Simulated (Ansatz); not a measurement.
## In in Ansatz: the effect of functional

Crystal: In.

```
In
1.0
     3.33548    0.00000    0.00000
    -1.66774    2.88861    0.00000
     0.00000    0.00000    5.50914
In
2
Direct
  0.66667 0.33333 0.75000
  0.33333 0.66667 0.25000
```

This isn't the form of In at room conditions, which is tetragonal.

Alike in all runs:

| Quantity | Value |
| --- | --- |
| Program | Ansatz 0.2.0 |
| Task | projected density of states |
| Potentials or basis | Ansatz PAW |
| k mesh | 5 × 5 × 3 |
| Occupations | fermi-dirac, width 0.05 eV |
| Spin | no spin polarisation |

Q: One run gave: pressure -3.2 GPa. Which functional did it use?
A. r2SCAN0
B. LDA
C. PBEsol
D. PBE0
E. HSE06

A: B.

```csv
functional,cutoff,pressure (GPa)
LDA,420 eV (not typed: the program's choice for these potentials),-3.2
PBEsol,420 eV (not typed: the program's choice for these potentials),-1.6
r2SCAN,500 eV (not typed: the program's choice for these potentials),-0.5
HSE06,420 eV (not typed: the program's choice for these potentials),0.1
PBE0,420 eV (not typed: the program's choice for these potentials),0.0
r2SCAN0,500 eV (not typed: the program's choice for these potentials),-1.0
```

Caveats: all runs use coarse meshes; the PAW data sets come from PBE, with cores solved anew for the run's functional, which leaves a small shift of forces and pressure; the density of states is complete only up to the lowest level of the last band computed; the thresholds are loose for stress (some runs).
